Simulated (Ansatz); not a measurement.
# SnO$_{2}$: hydrostatic pressure series

All numbers below come from DFT PBE, scalar-relativistic, plane waves, PAW in Ansatz 0.2.0. Run with 420 eV cutoff, 6×6×6 k-mesh, Gaussian smearing of 0.02 eV, no spin polarisation.

Reference structure (relaxed):

```xyz
12
Lattice="4.7892 0.0000 0.0000 0.0000 5.8242 0.0000 0.0000 0.0000 5.3056" Properties=species:S:1:pos:R:3 pbc="T T T"
Sn    2.3946    3.8741    3.9792
Sn    0.0000    4.8622    1.3264
Sn    2.3946    1.9501    1.3264
Sn    0.0000    0.9620    3.9792
O     3.4968    3.5357    0.4147
O     1.1022    5.2006    4.8908
O     3.6871    5.2006    3.0675
O     1.2924    3.5357    2.2380
O     3.4968    2.2885    3.0675
O     1.1022    0.6236    2.2380
O     3.6871    0.6236    0.4147
O     1.2924    2.2885    4.8908
```

Cell and atoms are relaxed at each pressure within the symmetry of the start, at zero temperature, so transitions that lower the symmetry aren't seen. The k-mesh given is that at zero pressure and may differ at others. a, b and c are the lengths of the cell vectors above. Gaps are Kohn–Sham gaps over the whole zone.

```csv
P (GPa),V (Å³/atom),V/V0,a (Å),b (Å),c (Å)
-2,12.49,1.013,4.809,5.851,5.326
0,12.33,1.000,4.789,5.824,5.306
2,12.19,0.988,4.770,5.799,5.287
5,11.99,0.972,4.746,5.764,5.261
10,11.70,0.948,4.712,5.707,5.219
20,11.19,0.907,4.666,5.598,5.140
```

What bulk modulus and pressure derivative fit these points?

A third-order Birch–Murnaghan fit gives B0 = 169 GPa and B0' = 4.0.

Which cell vector or vectors give way most up to 20 GPa?

b: the changes are a -2.6 %, b -3.9 %, c -3.1 %.

What does pressure do to the gap?

The gaps are 0.86 eV at -2 GPa, 0.99 eV at 0 GPa, 1.11 eV at 2 GPa, 1.28 eV at 5 GPa, 1.53 eV at 10 GPa, 1.97 eV at 20 GPa.

This form isn't the usual stable structure of the compound.